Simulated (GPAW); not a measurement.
FeO (Wuestite) in GPAW: the effect of starting spin order

Crystal: FeO (Wuestite).

```
Fe O
1.0
     0.00000    4.31080    4.31080
     2.15540    0.00000    2.15540
     2.15540    2.15540    0.00000
Fe O
2 2
Direct
  0.00000 0.00000 0.00000
  0.50000 0.00000 0.00000
  0.25000 0.50000 0.50000
  0.75000 0.50000 0.50000
```

Alike in all runs:

| Quantity | Value |
| --- | --- |
| Program | GPAW 26.7.0 |
| Task | single point |
| Functional | PBEsol |
| Potentials or basis | PAW data sets generated in the run's folder for this functional |
| Cutoff | 800 eV |
| Basis | pw |
| k mesh | 11 × 11 × 11 |
| Occupations | fermi-dirac, width 0.05 eV |

Question: One run gave: energy over the lowest run 726.6 meV/atom; pressure -32.6 GPa; final net moment 0.00 μB; final largest site moment 0.00 μB. Which starting spin order did it use?
A. fm
B. fm  larger moments
C. nm

Answer: C.

```tsv
starting spin order	spin	starting moments	energy over the lowest run (meV/atom)	pressure (GPa)	final net moment (μB)	final largest site moment (μB)
nm	no spin polarisation	-	726.6	-32.6	0.00	0.00
fm	collinear spin, ferromagnetic start	[3.0, 3.0, 0.0, 0.0] μB	0.0	-7.0	8.00	3.54
fm  larger moments	collinear spin, ferromagnetic start	[4.5, 4.5, 0.0, 0.0] μB	0.0	-7.0	8.00	3.54
```

Caveats: a pressure of tens of GPa on the cell as given is suspect, and the run, the potentials or the cell itself is likely at fault (some runs).

Runs at the PBE level aren't shown here.
